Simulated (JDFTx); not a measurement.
Rb under changes of volume

One of the cells (95.352 Å³/atom); the others are scaled copies at fixed shape and fractional positions:

```
CELL_PARAMETERS angstrom
-2.95451 2.95451 2.73085
2.95451 -2.95451 2.73085
2.95451 2.95451 -2.73085
ATOMIC_POSITIONS crystal
Rb 0.00000 0.00000 0.00000
```

This isn't the form of Rb at room conditions, which is bcc.

- Program: JDFTx 1.7.0 (patched build)
- Functional: PBE
- Potentials or basis: PseudoDojo-SR-PBE-0.5-standard with smoothed tails
- Cutoff: 626 eV
- Density cutoff: 2503 eV
- k mesh: 7 × 7 × 7
- Occupations: fermi-dirac, width 0.05 eV
- Spin: no spin polarisation

```tsv
volume (Å³/atom)	energy over the lowest point (meV/atom)	pressure (GPa)
89.631	0.08	0.0
91.538	0.00	0.0
93.445	0.59	-0.1
95.352	1.79	-0.1
97.259	3.55	-0.2
99.166	?	?
101.073	8.50	-0.3
```

What does the run at 99.166 Å³/atom give?

Energy over the lowest point 5.80 meV/atom; pressure -0.2 GPa.

Worked out: A Birch-Murnaghan fit of order 3 (a polynomial in V^(-2/3)) to the other rows has its minimum at 90.80 Å³/atom with B0 = V·E''(V) = 2.8 GPa and B' = 3.9 at fixed shape and positions, which overstates the stiffness. It gives 5.80 meV/atom at 99.166 Å³/atom, against the run's 5.80, and -dE/dV = -0.2 GPa, against -0.2.

Energies are extrapolated to zero smearing.
